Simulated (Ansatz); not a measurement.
A run of Ansatz 0.2.0 is set up as follows.

The input input.yaml:

```yaml
crystal:
  lattice:
    - [0.0, 1.9156, 1.9156]
    - [1.9156, 0.0, 1.9156]
    - [1.9156, 1.9156, 0.0]
  atoms:
    - { symbol: Ir, position: [0.0, 0.0, 0.0] }
hamiltonian:
  xc: lda
  pseudopotentials: { kind: paw }
kpoints:
  mp_grid: { grid: [9, 9, 9] }
scf:
  occupations: { method: fermi_dirac, width: 0.05 }
output:
  forces: true
  stress: true
elastic:
  mode: clamped_ion
  stencil: two_point
```

Potentials or basis: Ansatz PAW.

Launch:

```sh
$ ansatz run input.yaml --threads 2 --pin off --max-ram 5632MiB --backend cpu --events-out ev --progress --plain --runs-dir out
```

Problem. Predict the elastic constants C11, C12, C44.

Solution. 664, 228, 308 GPa.

Problem. Predict the Voigt bulk modulus.

Solution. 373 GPa.

Problem. Predict the band gap on the k mesh.

Solution. None (metal or under the smearing width).

Problem. Predict the pressure.

Solution. -6.7 GPa.

Elastic tensor in Voigt notation (GPa, in the Cartesian axes of the cell as first typed):
```
664 228 228   0   0   0
228 664 228   0   0   0
228 228 664   0   0   0
  0   0   0 308   0   0
  0   0   0   0 308   0
  0   0   0   0   0 308
```

Caveat: the cell is more than 3 GPa from zero pressure, which shifts response properties; elastic constants of metals need much finer meshes, so these are rough; the PAW data sets come from PBE, with cores solved anew for the run's functional, which leaves a small shift of forces and pressure. The run has no spin-orbit coupling, so splittings on Ir are missing.
